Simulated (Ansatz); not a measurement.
# CoO: a tetragonal deformation path

This session takes CoO and sets out to follow a tetragonal deformation at fixed volume.

Program: Ansatz 0.2.0. Level of theory: DFT PBE, scalar-relativistic, plane waves, PAW. These are calculated values, not measurements.

### 1 Starting point

The structure is tetragonal, space group I4/mmm (No. 139). Conventional cell: a = 3.016 Å, b = 3.016 Å, c = 4.214 Å, α = 90.00°, β = 90.00°, γ = 90.00°. Co (site symmetry 4/mmm) has 6 O at 2.11 to 2.13 Å as nearest neighbours. O (site symmetry 4/mmm) is surrounded by 6 Co at 2.11 to 2.13 Å.

Structure file:

```
CELL_PARAMETERS angstrom
-1.50800 1.50800 2.10725
1.50800 -1.50800 2.10725
1.50800 1.50800 -2.10725
ATOMIC_POSITIONS crystal
Co 0.00000 0.00000 0.00000
O 0.50000 0.50000 0.00000
```

The cell is taken as given, not relaxed at this level.

### 2 The reference: the undisturbed cell on the scan's mesh

The input, input.yaml:

```yaml
crystal:
  lattice:
    - [-1.5080001529, 1.5080001529, 2.1072499549]
    - [1.5080001529, -1.5080001529, 2.1072499549]
    - [1.5080001529, 1.5080001529, -2.1072499549]
  atoms:
    - { symbol: Co, position: [0.0, 0.0, 0.0], spin: 2.7 }
    - { symbol: O, position: [0.5, 0.5, 0.0], spin: 0.34 }
basis:
  ecutwfc: 420
kpoints:
  mp_grid: { grid: [24, 24, 24] }
hamiltonian:
  xc: pbe
scf:
  occupations: { method: gaussian, width: 0.15 }
output:
  forces: true
  stress: true
  eigenvalues: true
  populations: true
magnetization:
  spin_polarized: true
```

Run with:

```console
$ ansatz run input.yaml --threads 1 --pin off --max-ram 2560MiB --backend cpu --events-out ev --progress --plain --runs-dir out
```

### 3 Setting up a tetragonal deformation path

At fixed volume and fractional coordinates, lengths along (0.000, 0.000, 1.000) are scaled against those across it; ρ is that ratio over its starting value.

### 4 Point ρ = 0.850

input.yaml: that of step 2 with these lines changed.

```diff
@@ -2,5 +2,5 @@
   lattice:
-    - [-1.5080001529, 1.5080001529, 2.1072499549]
-    - [1.5080001529, -1.5080001529, 2.1072499549]
-    - [1.5080001529, 1.5080001529, -2.1072499549]
+    - [-1.5919462869, 1.5919462869, 1.8908714463]
+    - [1.5919462869, -1.5919462869, 1.8908714463]
+    - [1.5919462869, 1.5919462869, -1.8908714463]
   atoms:
```

### 5 At ρ = 1.200

input.yaml: that of step 4 with these lines changed.

```diff
@@ -2,5 +2,5 @@
   lattice:
-    - [-1.5919462869, 1.5919462869, 1.8908714463]
-    - [1.5919462869, -1.5919462869, 1.8908714463]
-    - [1.5919462869, 1.5919462869, -1.8908714463]
+    - [-1.4190824754, 1.4190824754, 2.3795977553]
+    - [1.4190824754, -1.4190824754, 2.3795977553]
+    - [1.4190824754, 1.4190824754, -2.3795977553]
   atoms:
```

### 6 ρ = 0.920

input.yaml: that of step 5 with these lines changed.

```diff
@@ -2,5 +2,5 @@
   lattice:
-    - [-1.4190824754, 1.4190824754, 2.3795977553]
-    - [1.4190824754, -1.4190824754, 2.3795977553]
-    - [1.4190824754, 1.4190824754, -2.3795977553]
+    - [-1.550501211, 1.550501211, 1.993308895]
+    - [1.550501211, -1.550501211, 1.993308895]
+    - [1.550501211, 1.550501211, -1.993308895]
   atoms:
```

### 7 Point ρ = 1.100

input.yaml: that of step 6 with these lines changed.

```diff
@@ -2,5 +2,5 @@
   lattice:
-    - [-1.550501211, 1.550501211, 1.993308895]
-    - [1.550501211, -1.550501211, 1.993308895]
-    - [1.550501211, 1.550501211, -1.993308895]
+    - [-1.4608439418, 1.4608439418, 2.2454902654]
+    - [1.4608439418, -1.4608439418, 2.2454902654]
+    - [1.4608439418, 1.4608439418, -2.2454902654]
   atoms:
```

(Steps that only read results are left out.)

Q: Predict the outcome of this session. Wanted: highest point.

**Answer**, as computed:

| quantity | value |
| --- | --- |
| highest point | 39.8 meV/atom at ρ = 0.850 |

**Reading.** No sampled point lies below the undisturbed cell. No sampled point inside the path is a dip, apart from those named. With one magnetic atom in the cell only ferromagnetic order fits, and no U was applied, so an antiferromagnetic state was not tested. Without a U such compounds often come out metallic though many are antiferromagnetic insulators.
